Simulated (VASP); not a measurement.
Here is the system:

```
CsPbI3
1.0
    6.27176     0.00000     0.00000
    0.00000     6.27176     0.00000
    0.00000     0.00000     6.27176
Cs Pb I
1 1 3
Direct
  0.00000   0.00000   0.00000
  0.50000   0.50000   0.50000
  0.50000   0.00000   0.50000
  0.00000   0.50000   0.50000
  0.50000   0.50000   0.00000
```

All values below come from SCAN meta-GGA, VASP's PBE PAW potentials (set 64) (plane waves; VASP). Run with 520 eV cut-off, 4×4×4 Γ-centred mesh, Gaussian smearing of 0.050 eV, potentials Cs_sv Pb_d I.

Q: The job: CsPbI3 (cubic perovskite), 5 atoms, SCAN, static run, 520 eV, 4×4×4 Γ-centred mesh. Roughly how much core time does it take on a busy server core?

A: About 5 core-minutes (one run on a shared machine, a rough figure). It had 10 irreducible k-points, 26 bands, up to 6704 plane waves and 23 electronic steps.

The compound is CsPbI3 in the cubic perovskite structure, the ideal cubic form; the compound distorts at low or room temperature. It was relaxed first.
